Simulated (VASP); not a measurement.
Input of a VASP 6.6.1 run:

File INCAR:

```
PREC     = Accurate       # precision mode
ENCUT    = 520            # plane-wave cutoff, eV
EDIFF    = 1E-7           # SCF threshold, eV
ISMEAR   = 0              # smearing method
SIGMA    = 0.1            # smearing width, eV
LREAL    = False          # projectors in reciprocal space
LASPH    = True           # aspherical terms in the spheres
NELM     = 80             # most SCF steps
ALGO     = Fast           # electronic algorithm
ISIF     = 3              # what is computed and relaxed
LWAVE    = False          # write WAVECAR
LCHARG   = False          # write CHGCAR
GGA      = PS             # functional
IBRION   = 2              # ionic algorithm
NSW      = 80             # ionic steps
EDIFFG   = -0.002         # ionic threshold
PSTRESS  = 500.0        
KPAR     = 4
```

Contents of KPOINTS:

```
Automatic mesh
0
Gamma
  6 6 8
```

POSCAR

```
Hf                                      
1.0
    4.4929143619      0.0000000000      0.0000000000
   -2.2464571810      3.8909779830      0.0000000000
    0.0000000000      0.0000000000      2.7997056485
  Hf            
     3
Direct
     0.6666666699999979    0.3333333300000021    0.5000000000000000
     0.3333333300000021    0.6666666699999979    0.5000000000000000
     0.0000000000000000    0.0000000000000000    0.0000000000000000
```

Potentials or basis: VASP PAW PBE potentials, release 64 (Hf_pv).

Command:

```sh
$ cat potpaw_PBE.64/Hf_pv/POTCAR > POTCAR
$ mpirun -np 4 vasp_std > vasp.out
```

Question: What does it give for the band gap on the k mesh?

Answer: None (metal or under the smearing width).

Final structure:
```
CELL_PARAMETERS angstrom
4.49291 0.00000 0.00000
-2.24646 3.89098 0.00000
0.00000 0.00000 2.79971
ATOMIC_POSITIONS crystal
Hf 0.66667 0.33333 0.50000
Hf 0.33333 0.66667 0.50000
Hf 0.00000 0.00000 0.00000
```

Caveat: the relaxation stopped at its first step, so nothing moved; the cell is relaxed towards a set pressure, so the enthalpy falls and the energy may rise. Spin-orbit coupling is left out, which matters for the levels of Hf.
